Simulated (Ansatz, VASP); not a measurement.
# SnSe in VASP and in Ansatz

INCAR

```
SYSTEM = SnSe
PREC = Accurate
ENCUT = 520
EDIFF = 1E-6
ISMEAR = -1
SIGMA = 0.05
LREAL = .False.
LASPH = .True.
NELM = 100
ALGO = Normal
ISIF = 2
LWAVE = .False.
LCHARG = .True.
GGA = CA
LELF = .True.
LVHAR = .True.
NBANDS = 28
```

File KPOINTS:

```
regular mesh
0
Gamma
  6 6 3
  0 0 0
```

The input POSCAR:

```
SnSe
1.0
    4.2853274191      0.0000000000      0.0000000000
    0.0000000000      4.2853274191      0.0000000000
    0.0000000000      0.0000000000     10.9906921300
Sn Se
2 2
Direct
    0.0000000000      0.5000000000      0.6277708900
    0.5000000000      0.0000000000      0.3722291100
    0.0000000000      0.5000000000      0.3839605100
    0.5000000000      0.0000000000      0.6160394900
```

Contents of input.yaml:

```yaml
crystal:
  lattice:
    - [4.2853274191, 0.0, 0.0]
    - [0.0, 4.2853274191, 0.0]
    - [0.0, 0.0, 10.99069213]
  atoms:
    - { symbol: Sn, position: [0.0, 0.5, 0.62777089] }
    - { symbol: Sn, position: [0.5, 0.0, 0.37222911] }
    - { symbol: Se, position: [0.0, 0.5, 0.38396051] }
    - { symbol: Se, position: [0.5, 0.0, 0.61603949] }
kpoints:
  mp_grid: { grid: [6, 6, 3] }
scf:
  occupations: { method: fermi_dirac, width: 0.05 }
hamiltonian:
  xc: lda
  pseudopotentials: { kind: all_electron, lapw: { basis_error: 0.002 } }
output:
  forces: true
  stress: true
  eigenvalues: true
```

Alike in both runs: task single point; functional LDA; k mesh 6 × 6 × 3; occupations fermi-dirac, width 0.05 eV; no spin polarisation.

```csv
,VASP,Ansatz
version,VASP 6.6.1,Ansatz 0.2.0
potentials or method,"VASP PAW LDA potentials, release 64 (Sn_d, Se)","all-electron LAPW, scalar-relativistic"
plane-wave cutoff (eV),520,see its input
```

Ansatz gave:

* gap on the k mesh at the Fermi level (eV): 1.47
* least direct gap on the mesh (eV): 1.47
* rms of the force components (eV/Å): 0.101

Question: Estimate VASP's values.

Answer: gap on the k mesh at the Fermi level (eV): 1.45; least direct gap on the mesh (eV): 1.45; rms of the force components (eV/Å): 0.090.

Atom by atom the forces differ by 0.013 eV/Å (rms over components). Ansatz ran all-electron here, so the differences hold the error of VASP's frozen core and of both bases.

Caveats: spin-orbit coupling is left out, which moves the levels of the heavy elements.
